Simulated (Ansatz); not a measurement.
InSb: stiffness from a series of strains

```
CELL_PARAMETERS angstrom
5.35700 0.00000 0.00000
0.00000 5.71200 0.00000
0.00000 0.00000 3.06300
ATOMIC_POSITIONS crystal
In 0.00000 0.00000 0.00000
In 0.50000 0.50000 0.00000
Sb 0.50000 0.00000 0.83500
Sb 0.00000 0.50000 0.16500
```

Atom numbers follow the list: In1, In2, Sb3, Sb4.

The cell comes from COD entry 1525500, which wasn't checked; take it as a given geometry.

Spin–orbit coupling is left out, though it moves levels of the heavy atoms by tenths of an eV or more.

These are results of Ansatz 0.2.0, DFT, PBE, all-electron LAPW, scalar-relativistic, not measurements.

Numerical set-up: a Γ-centred 6×6×11 k mesh, Fermi–Dirac smearing of 0.08 eV, basis error target 1 meV/atom, no spin polarisation.

The strain is applied along the Cartesian axes of the cell as listed (the other components stay zero). Fractional coordinates are held (clamped ions).

σ is the change of stress from the unstrained cell, which is at 17.87 GPa; tension is positive, so slopes are stress–strain coefficients at that pressure. In a metal the k mesh adds noise.

Only quantities that a quadratic follows smoothly over the whole series are listed; rougher ones are left out.

```csv
εzz,σzz (GPa),σxx (GPa)
-0.0300,-5.89,-2.07
-0.0200,-3.63,-1.39
-0.0100,-1.68,-0.69
0.0000,0.00,0.00
0.0100,1.40,0.71
0.0300,3.64,2.17
```

Fit the series and read off the stiffness at zero strain.

Least-squares fits y = p0 + p1 x + p2 x² to the rows give σzz (GPa): p1 = 158, p2 = -1200; σxx (GPa): p1 = 70.6, p2 = 52. So C33 = 158 GPa and C13 = 71 GPa, for these axes.

One run, at εzz = 0.0200, is withheld. Predict its row.

The fits give 2.66, 1.44; the run gave 2.58, 1.44.
